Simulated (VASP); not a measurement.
Here is a VASP 6.6.1 calculation.

File INCAR:

```
PREC     = Accurate       # precision mode
ENCUT    = 520            # plane-wave cutoff, eV
EDIFF    = 1E-6           # SCF threshold, eV
ISMEAR   = 0              # smearing method
SIGMA    = 0.1            # smearing width, eV
LREAL    = F              # projectors in reciprocal space
LASPH    = T              # aspherical terms in the spheres
NELM     = 100            # most SCF steps
ALGO     = Normal         # electronic algorithm
ISIF     = 2              # what is computed and relaxed
LWAVE    = F              # write WAVECAR
LCHARG   = F              # write CHGCAR
GGA      = PE             # functional
NBANDS   = 16             # bands
```

The input KPOINTS:

```
Automatic mesh
0
Gamma
  6 6 6
```

The input POSCAR:

```
InO
1.0
    2.7126445400      1.5661460600      3.8043843100
   -2.7126445400      1.5661460600      3.8043843100
    0.0000000000     -3.1322921100      3.8043843100
In O
1 1
Direct
    0.5000000000      0.5000000000      0.5000000000
    0.0000000000      0.0000000000      0.0000000000
```

Potentials or basis: VASP PAW PBE potentials, release 64 (In_d, O).

The run is started by

```console
$ cat potpaw_PBE.64/In_d/POTCAR potpaw_PBE.64/O/POTCAR > POTCAR
$ mpirun -np 1 vasp_std > vasp.out
```

Question: Predict the band gap on the k mesh.

Answer: None (metal or under the smearing width).

Question: Estimate the pressure.

Answer: -4.6 GPa.

Stress tensor (GPa, compression positive):
```
-5.22  0.00  0.00
 0.00 -5.22  0.00
 0.00  0.00 -3.44
```

Caveat: an odd number of electrons without spin polarisation forces a metal; a magnetic or distorted state may lie lower.
